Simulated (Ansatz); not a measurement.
# Au: the cost of one run

Computed with Ansatz 0.2.0 (DFT PBE, scalar-relativistic, plane waves, PAW, unless a step's input says otherwise).

## Step 1: The starting structure

Symmetry: Cmmm, No. 65, orthorhombic system. Conventional cell: a = 2.493 Å, b = 4.654 Å, c = 3.634 Å, α = 90.00°, β = 90.00°, γ = 90.00°. Around Au (site symmetry mmm) lie 6 Au at 2.49 to 2.64 Å.

As a file:

```
Au
1.0
     1.24644   -2.32711    0.00000
     1.24644    2.32711    0.00000
     0.00000    0.00000    3.63412
Au
1
Direct
  0.00000 0.00000 0.00000
```

This is candidate A: Ba type (Cmmm, No. 65).

(A quick probe on a coarse mesh, which set the mesh and smearing, is not shown.)

## Step 3: A loose first relaxation (candidate A)

input.yaml reads:

```yaml
crystal:
  lattice:
    - [1.2464392937, -2.3271117249, 0.0]
    - [1.2464392937, 2.3271117249, 0.0]
    - [0.0, 0.0, 3.6341196799]
  atoms:
    - { symbol: Au, position: [0.0, 0.0, 0.0] }
basis:
  ecutwfc: 420
kpoints:
  mp_grid: { grid: [8, 8, 6] }
hamiltonian:
  xc: pbe
scf:
  occupations: { method: gaussian, width: 0.1 }
  lower_state_search: "off"
output:
  forces: true
  stress: true
  eigenvalues: true
relax:
  adjacent_minimum: "off"
  f_tol: 0.04
  max_steps: 70
  cell: { stress_tol: 0.4 }
```

What time and memory should one allow on 1 thread of an Arm CPU, shared host?

About 20 s, with a peak of 0.28 GiB.
